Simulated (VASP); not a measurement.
# GaSb (F-43m) in VASP: relaxation of cell and atoms with HSEsol

Aim: the relaxation of cell and atoms of GaSb with HSEsol.

Program: VASP 6.6.1. These are calculated values, not measurements. Logs are shortened: lines on timing, memory, paths and dates and some standing lists are left out, and cuts for length are marked.

**1. The crystal as given**

The structure is cubic, space group F-43m (No. 216). Conventional cell: a = 6.118 Å, b = 6.118 Å, c = 6.118 Å, α = 90.00°, β = 90.00°, γ = 90.00°. Sb (site symmetry -43m) has 4 Ga at 2.65 Å as nearest neighbours. Ga (site symmetry -43m) has 4 Sb at 2.65 Å as nearest neighbours.

**2. Relaxation of cell and atoms, HSEsol**

POSCAR reads:

```
GaSb
1.0
    0.0000000000      3.0590000000      3.0590000000
    3.0590000000      0.0000000000      3.0590000000
    3.0590000000      3.0590000000      0.0000000000
Sb Ga
1 1
Direct
    0.7500000000      0.7500000000      0.7500000000
    0.0000000000      0.0000000000      0.0000000000
```

INCAR.step1 reads:

```
SYSTEM = GaSb
PREC = Accurate
ENCUT = 600
EDIFF = 1E-5
ISMEAR = -1
SIGMA = 0.05
LREAL = .False.
LASPH = .True.
NELM = 100
ALGO = Normal
LWAVE = .True.
LCHARG = .False.
GGA = PE
```

INCAR.step2 reads:

```
SYSTEM = GaSb
PREC = Accurate
ENCUT = 600
EDIFF = 1E-6
ISMEAR = -1
SIGMA = 0.05
LREAL = .False.
LASPH = .True.
NELM = 100
ALGO = Normal
ISIF = 3
LWAVE = .False.
LCHARG = .False.
GGA = PS
LHFCALC = .True.
HFSCREEN = 0.2
PRECFOCK = Fast
IBRION = 2
NSW = 60
EDIFFG = -0.02
ISTART = 1
```

KPOINTS reads:

```
regular mesh
0
Gamma
  4 4 4
  0 0 0
```

Potentials or basis: VASP PAW PBE potentials, release 64 (Sb, Ga_d).

Command:

```console
$ cat potpaw_PBE.64/Sb/POTCAR potpaw_PBE.64/Ga_d/POTCAR > POTCAR
$ cp INCAR.step1 INCAR
$ mpirun -np 1 vasp_std > vasp.out
$ cp INCAR.step2 INCAR
$ mpirun -np 1 vasp_std > vasp.out
```

OUTCAR:

```text
SYSTEM = GaSb
   PREC = Accurate
   ENCUT = 600
   EDIFF = 1E-6
   ISMEAR = -1
   LREAL = .False.
   LASPH = .True.
   NELM = 100
   ISIF = 3
   GGA = PS
   LHFCALC = .True.
   HFSCREEN = 0.2
   PRECFOCK = Fast
   IBRION = 2
   NSW = 60
   EDIFFG = -0.02
   ISTART = 1

 ion  position               nearest neighbor table
   1  0.750  0.750  0.750-   2 2.65   2 2.65   2 2.65   2 2.65
   2  0.000  0.000  0.000-   1 2.65   1 2.65   1 2.65   1 2.65

  LATTYP: Found a face centered cubic cell.
 ALAT       =     6.1180000000

  Lattice vectors:

 A1 = (   0.0000000000,   3.0590000000,   3.0590000000)
 A2 = (   3.0590000000,   0.0000000000,   3.0590000000)
 A3 = (   3.0590000000,   3.0590000000,   0.0000000000)

Analysis of symmetry for initial positions (statically):
=====================================================================
 Subroutine PRICEL returns:
 Original cell was already a primitive cell.

 Routine SETGRP: Setting up the symmetry group for a
 face centered cubic supercell.

 Subroutine GETGRP returns: Found 24 space group operations
 (whereof 24 operations were pure point group operations)
 out of a pool of 48 trial point group operations.

The static configuration has the point symmetry T_d .

Analysis of symmetry for dynamics (positions and initial velocities):
=====================================================================
 Subroutine PRICEL returns:
 Original cell was already a primitive cell.

 Routine SETGRP: Setting up the symmetry group for a
 face centered cubic supercell.

 Subroutine GETGRP returns: Found 24 space group operations
 (whereof 24 operations were pure point group operations)
 out of a pool of 48 trial point group operations.

The dynamic configuration has the point symmetry T_d .

 Subroutine INISYM returns: Found 24 space group operations
 (whereof 24 operations are pure point group operations),
 and found     1 'primitive' translations

----------------------------------------------------------------------------------------

                                     Primitive cell

  volume of cell :      57.2491

  direct lattice vectors                    reciprocal lattice vectors
     0.000000000  3.059000000  3.059000000    -0.163452109  0.163452109  0.163452109
     3.059000000  0.000000000  3.059000000     0.163452109 -0.163452109  0.163452109
     3.059000000  3.059000000  0.000000000     0.163452109  0.163452109 -0.163452109

[... 69 lines left out ...]
   NSW    =     60    number of steps for IOM
   IBRION =      2    ionic relax: 0-MD 1-quasi-New 2-CG
   NFREE  =      1    steps in history (QN), initial steepest desc. (CG)
   ISIF   =      3    stress and relaxation
   ISYM   =      3    0-nonsym 1-usesym 2-fastsym
   POTIM  = 0.5000    time-step for ionic-motion
   TEBEG  =    0.0;   TEEND  =   0.0 temperature during run
   PSTRESS=    0.0 pullay stress
   NELECT =      18.0000    total number of electrons
   NUPDOWN=      -1.0000    fix difference up-down
   EMIN   =  10.00;   EMAX   =-10.00  energy-range for DOS
   EFERMI =   0.00;   METHOD = LEGACY
   ISMEAR =    -1;   SIGMA  =   0.05  broadening in eV -4-tet -1-fermi 0-gaus
   EFERMI_NEDOS =   21; number of points for ismear=-14 and -15
   IALGO  =     38    algorithm
   IMIX   =      1    mixing-type and parameters
     AMIX     =   0.40;   BMIX     =  1.00
     AMIX_MAG =   1.60;   BMIX_MAG =  1.00
  volume/ion in A,a.u.               =      28.62       193.17
  Fermi-wavevector in a.u.,A,eV,Ry     =   1.113208  2.103657 16.860766  1.239231
  Thomas-Fermi vector in A             =   2.249790
   LORBIT       =      0    0 simple, 1 ext, 2 COOP (PROOUT), +10 PAW based schemes
   GGA     = PS    functional components
   LHFCALC =     T    Hartree Fock is set to
   PRECFOCK=fast      Normal, Fast or Accurate (Low or Medium for compatibility)
   ENCUT4O =  -1.0   cutoff for four orbital integrals eV
   NKREDX  =     1    reduce k-point grid by
   NKREDY  =     1    reduce k-point grid by
   NKREDZ  =     1    reduce k-point grid by
   AEXX    =    0.2500 exact exchange contribution
   HFSCREEN=    0.2000 screening length (either q_TF or 0.3 A-1)
   HFSCREENC=   0.2000 screening length for correlation (either q_TF or 0.3 A-1)
   ENCUTFOCK=  -1.0 apply spherical cutoff to Coloumb kernel
   IVDW    =     0    specifies the selected vdW correction
   LEPSILON=     F    determine dielectric tensor
   LRPA    =     F    only Hartree local field effects (RPA)
 conjugate gradient relaxation of ions
 non-spin polarized calculation
  energy-cutoff  :      600.00
  volume of cell :       57.25
 maximum number of plane-waves:      1924
 NGX is ok and might be reduce to    36
  NGX = 20; NGY = 20; NGZ = 20

--------------------------------------- Ionic step        1  -------------------------------------------

 number of electron      18.0000006 magnetization

 Free energy of the ion-electron system (eV)
  ---------------------------------------------------
  ext. energy  EPLUGINS =         0.00000000
  ---------------------------------------------------
  free energy    TOTEN  =        -9.33164830 eV

  energy without entropy =       -9.33163571  energy(sigma->0) =       -9.33164201

------------------------ aborting loop because EDIFF is reached ----------------------------------------

  FORCE on cell =-STRESS in cart. coord.  units (eV):
  Direction    XX          YY          ZZ          XY          YZ          ZX
  --------------------------------------------------------------------------------------
  -------------------------------------------------------------------------------------
  Total       -0.5129410     -0.5129410     -0.5129410     -0.0000000      0.0000000      0.0000000
  in kB      -14.3552104    -14.3552104    -14.3552104     -0.0000000      0.0000000      0.0000000
  external PRESSURE =     -14.3552104 kB  Pullay stress =       0.0000000 kB
[... 59 lines left out ...]
--------------------------------------- Ionic step        3  -------------------------------------------

 number of electron      18.0000006 magnetization

 Free energy of the ion-electron system (eV)
  ---------------------------------------------------
  ext. energy  EPLUGINS =         0.00000000
  ---------------------------------------------------
  free energy    TOTEN  =        -9.33838140 eV

  energy without entropy =       -9.33837882  energy(sigma->0) =       -9.33838011

 E-fermi :   5.1739     XC(G=0):  -7.7629

 val. band max:        4.6406081490   @ k =   0.0000   0.0000   0.0000
 cond. band min:       5.6880161207   @ k =   0.0000   0.0000   0.0000
 fundamental gap:      1.0474079716
 Fermi energy:         5.1739319919

 k-point     1 :       0.0000    0.0000    0.0000
  band No.  band energies     occupation
      1     -13.0485      2.00000
      2     -13.0485      2.00000
      3     -13.0485      2.00000
      4     -12.9928      2.00000
      5     -12.9928      2.00000
      6      -8.1246      2.00000
      7       4.6406      1.99995
      8       4.6406      1.99995
      9       4.6406      1.99995
     10       5.6880      0.00007
     11       8.1245      0.00000
     12       8.1245      0.00000
     13       8.1245      0.00000
[... 139 lines left out ...]
  FREE ENERGIE OF THE ION-ELECTRON SYSTEM (eV)
  ---------------------------------------------------
  free  energy   TOTEN  =        -9.3383814020 eV

  energy  without entropy=       -9.3383788187  energy(sigma->0) =       -9.33838011

 reached required accuracy - stopping structural energy minimisation
```

OUTCAR.step1:

```text
SYSTEM = GaSb
   PREC = Accurate
   ENCUT = 600
   EDIFF = 1E-5
   ISMEAR = -1
   LREAL = .False.
[... 331 lines left out ...]
      4.58850      4.58850      4.58850        -0.000000     -0.000000     -0.000000
      0.00000      0.00000      0.00000         0.000000      0.000000      0.000000
 -----------------------------------------------------------------------------------
    total drift:                               -0.000001     -0.000001     -0.000001

  FREE ENERGIE OF THE ION-ELECTRON SYSTEM (eV)
  ---------------------------------------------------
  free  energy   TOTEN  =        -7.1577912132 eV

  energy  without entropy=       -7.1542537284  energy(sigma->0) =       -7.15602247
```

OSZICAR.step1:

```text
N       E                     dE             d eps       ncg     rms          rms(c)
DAV:   1     0.806933364980E+02    0.80693E+02   -0.94747E+03   208   0.181E+03
DAV:   2    -0.114827844714E+01   -0.81842E+02   -0.79905E+02   228   0.328E+02
DAV:   3    -0.711279218754E+01   -0.59645E+01   -0.59179E+01   253   0.748E+01
DAV:   4    -0.722004137093E+01   -0.10725E+00   -0.10713E+00   246   0.113E+01
DAV:   5    -0.722236618715E+01   -0.23248E-02   -0.23247E-02   254   0.139E+00    0.323E+00
DAV:   6    -0.717010593754E+01    0.52260E-01   -0.86270E-02   316   0.508E+00    0.199E+00
DAV:   7    -0.715546929047E+01    0.14637E-01   -0.49026E-02   243   0.190E+00    0.387E-01
DAV:   8    -0.715701337967E+01   -0.15441E-02   -0.54308E-03   236   0.937E-01    0.903E-02
DAV:   9    -0.715772893801E+01   -0.71556E-03   -0.10858E-03   231   0.270E-01    0.417E-02
DAV:  10    -0.715775187944E+01   -0.22941E-04   -0.49873E-05   261   0.595E-02    0.123E-02
DAV:  11    -0.715779062937E+01   -0.38750E-04   -0.63721E-05   223   0.668E-02    0.626E-03
DAV:  12    -0.715779121322E+01   -0.58385E-06   -0.11396E-06   144   0.141E-02
   1 F= -.71577912E+01 E0= -.71560225E+01  d E =-.353748E-02
```

Run time: 7.1 min. Hardware: 1 thread of Intel Xeon 6975P-C (Granite Rapids), shared host; peak memory 0.32 GiB.

What came out:

* Free energy: -9.3384 eV
* Relaxed volume: 27.90 Å³/atom
* Relaxed cell: a = 4.289 Å, b = 4.289 Å, c = 4.289 Å, α = 60.00°, β = 60.00°, γ = 60.00°
* Space group after relaxing (to 0.05 Å): F-43m (No. 216)
* Energy gained by relaxing: 3.4 meV/atom
* Ionic steps: 3
* Pressure after relaxing: 0.0 GPa
* Band gap on the k mesh: 1.05 eV, direct

Step by step:
```
step  energy change (eV)  largest force (eV/Å)  pressure (GPa)  volume (Å³)
   1              0.0000                0.0000           -1.44        57.25
   2             -0.0053                0.0000            0.77        55.15
   3             -0.0067                0.0000           -0.05        55.80
```

Final structure:
```xyz
2
Lattice="0.0000 3.0329 3.0329 3.0329 0.0000 3.0329 3.0329 3.0329 0.0000" Properties=species:S:1:pos:R:3 pbc="T T T"
Sb    4.5494    4.5494    4.5494
Ga    0.0000    0.0000    0.0000
```

Caveat: the k mesh is coarse (spacing up to 0.44 Å⁻¹), so the values aren't converged, least of all with exact exchange; the PAW data sets were made with another functional, which shifts forces and pressure a little; spin-orbit coupling is left out, which moves the levels of the heavy elements. A k mesh can miss the band edges.
